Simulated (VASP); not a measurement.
A run of VASP 6.6.1 is set up as follows.

File INCAR:

```
ALGO = Normal ; EDIFF = 1E-7
ENCUT = 520 ; ISIF = 2
ISMEAR = -1 ; LASPH = True
LCHARG = False ; LMAXMIX = 4
LMIXTAU = True ; LREAL = False
LWAVE = False ; METAGGA = SCAN
NELM = 100 ; PREC = Accurate
SIGMA = 0.05
```

Contents of KPOINTS:

```
k-points
0
Gamma
  10 10 9
```

Contents of POSCAR:

```
WC
1.0
    2.9065000000      0.0000000000      0.0000000000
   -1.4532500000      2.5171028361      0.0000000000
    0.0000000000      0.0000000000      2.8366000000
W C
1 1
Direct
    0.0000000000      0.0000000000      0.0000000000
    0.6666666667      0.3333333333      0.5000000000
```

KPOINTS_OPT

```
path GMKGALHA,LM,KH
20
line-mode
reciprocal
 0.0000000000  0.0000000000  0.0000000000  G
 0.5000000000  0.0000000000  0.0000000000  M

 0.5000000000  0.0000000000  0.0000000000  M
 0.3333333333  0.3333333333  0.0000000000  K

 0.3333333333  0.3333333333  0.0000000000  K
 0.0000000000  0.0000000000  0.0000000000  G

 0.0000000000  0.0000000000  0.0000000000  G
 0.0000000000  0.0000000000  0.5000000000  A

 0.0000000000  0.0000000000  0.5000000000  A
 0.5000000000  0.0000000000  0.5000000000  L

 0.5000000000  0.0000000000  0.5000000000  L
 0.3333333333  0.3333333333  0.5000000000  H

 0.3333333333  0.3333333333  0.5000000000  H
 0.0000000000  0.0000000000  0.5000000000  A

 0.5000000000  0.0000000000  0.5000000000  L
 0.5000000000  0.0000000000  0.0000000000  M

 0.3333333333  0.3333333333  0.0000000000  K
 0.3333333333  0.3333333333  0.5000000000  H
```

Potentials or basis: VASP PAW PBE potentials, release 64 (W_sv, C).

Command:

```bash
$ cat potpaw_PBE.64/W_sv/POTCAR potpaw_PBE.64/C/POTCAR > POTCAR
$ mpirun -np 1 vasp_std > vasp.out
```

Q: Estimate the band gap along the path.

A: None (metal or under the smearing width).

Q: Estimate the pressure.

A: -1.8 GPa.

Levels at the corners of the path, in eV from the Fermi level:
| point | band 5 | band 6 | band 7 | band 8 | band 9 | band 10 | band 11 | band 12 | band 13 |
| --- | --- | --- | --- | --- | --- | --- | --- | --- | --- |
| Γ | -15.34 | -4.57 | -3.52 | -3.52 | 0.12 | 3.43 | 3.43 | 5.93 | 5.93 |
| M | -11.85 | -7.39 | -3.76 | -3.75 | -0.48 | 2.50 | 4.74 | 5.08 | 7.27 |
| M | -11.85 | -7.39 | -3.76 | -3.75 | -0.48 | 2.50 | 4.74 | 5.08 | 7.27 |
| K | -11.06 | -6.97 | -4.69 | -3.59 | 0.71 | 1.03 | 2.08 | 3.40 | 9.70 |
| K | -11.06 | -6.97 | -4.69 | -3.59 | 0.71 | 1.03 | 2.08 | 3.40 | 9.70 |
| Γ | -15.34 | -4.57 | -3.52 | -3.52 | 0.12 | 3.43 | 3.43 | 5.93 | 5.93 |
| Γ | -15.34 | -4.57 | -3.52 | -3.52 | 0.12 | 3.43 | 3.43 | 5.93 | 5.93 |
| A | -11.10 | -9.16 | -2.08 | -2.08 | -0.65 | -0.65 | 3.84 | 4.85 | 4.85 |
| A | -11.10 | -9.16 | -2.08 | -2.08 | -0.65 | -0.65 | 3.84 | 4.85 | 4.85 |
| L | -12.02 | -6.76 | -4.48 | -4.37 | 0.24 | 4.63 | 5.50 | 6.94 | 9.70 |
| L | -12.02 | -6.76 | -4.48 | -4.37 | 0.24 | 4.63 | 5.50 | 6.94 | 9.70 |
| H | -11.71 | -7.46 | -5.62 | -1.71 | -0.71 | 4.51 | 6.67 | 7.94 | 9.34 |
| H | -11.71 | -7.46 | -5.62 | -1.71 | -0.71 | 4.51 | 6.67 | 7.94 | 9.34 |
| A | -11.10 | -9.16 | -2.08 | -2.08 | -0.65 | -0.65 | 3.84 | 4.85 | 4.85 |
| L | -12.02 | -6.76 | -4.48 | -4.37 | 0.24 | 4.63 | 5.50 | 6.94 | 9.70 |
| M | -11.85 | -7.39 | -3.76 | -3.75 | -0.48 | 2.50 | 4.74 | 5.08 | 7.27 |
| K | -11.06 | -6.97 | -4.69 | -3.59 | 0.71 | 1.03 | 2.08 | 3.40 | 9.70 |
| H | -11.71 | -7.46 | -5.62 | -1.71 | -0.71 | 4.51 | 6.67 | 7.94 | 9.34 |

Caveat: the PAW data sets were made with another functional, which shifts forces and pressure a little; spin-orbit coupling is left out, which moves the levels of the heavy elements.
